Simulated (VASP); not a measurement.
Cu2O (Cuprite): relaxation of the atoms with PBE

The system is Cu2O (Cuprite).

```
Cu O
1.0
     4.36381    0.00000    0.00000
     0.00000    4.36381    0.00000
     0.00000    0.00000    4.36381
Cu O
4 2
Direct
  0.25000 0.25000 0.25000
  0.25000 0.75000 0.75000
  0.75000 0.75000 0.25000
  0.75000 0.25000 0.75000
  0.00000 0.00000 0.00000
  0.50000 0.50000 0.50000
```

The cell isn't the ideal one: a relaxed cell with its volume scaled by 1.04.

```
Program                : VASP 6.6.1
Task                   : relaxation of the atoms
Functional             : PBE
Potentials or basis    : VASP PAW PBE potentials, release 64 (Cu, O)
Cutoff                 : 600 eV
k mesh                 : 6 × 6 × 6
Occupations            : gaussian, width 0.03 eV
Spin                   : no spin polarisation
Further INCAR settings : ALGO = Fast; EDIFF = 1e-07; IBRION = 2; EDIFFG = -0.01; NSW = 40
```

* Pressure after relaxing: -4.0 GPa
* Band gap on the k mesh: 0.39 eV, direct

Final structure:
```cif
data_structure
_symmetry_space_group_name_H-M 'P 1'
_symmetry_Int_Tables_number 1
_cell_length_a 4.3638
_cell_length_b 4.3638
_cell_length_c 4.3638
_cell_angle_alpha 90.000
_cell_angle_beta 90.000
_cell_angle_gamma 90.000
_cell_volume 83.10
loop_
_atom_site_label
_atom_site_type_symbol
_atom_site_fract_x
_atom_site_fract_y
_atom_site_fract_z
_atom_site_occupancy
Cu1 Cu 0.25000 0.25000 0.25000 1
Cu2 Cu 0.25000 0.75000 0.75000 1
Cu3 Cu 0.75000 0.75000 0.25000 1
Cu4 Cu 0.75000 0.25000 0.75000 1
O1 O 0.00000 0.00000 0.00000 1
O2 O 0.50000 0.50000 0.50000 1
```

Levels at points of the mesh, in eV from the valence-band top:
```csv
k point,band 26,band 27,band 28,band 29,band 30,band 31
"(0.00, 0.00, 0.00)",0.00,0.00,0.00,0.39,1.49,1.49
"(0.50, 0.00, 0.00)",-1.07,-0.35,-0.35,2.11,2.11,4.27
"(0.50, 0.50, 0.00)",-1.09,-0.59,-0.59,1.89,1.89,3.72
"(0.50, 0.50, 0.50)",-0.51,-0.51,-0.51,2.57,2.57,2.57
```

Wall time 32 s on 2 MPI ranks on AMD EPYC 7R13 Processor (Zen 3), on a shared host, peak memory 0.2 GiB a rank.

Caveat: the relaxation stopped at its first step, so nothing moved. A k mesh can miss the band edges.
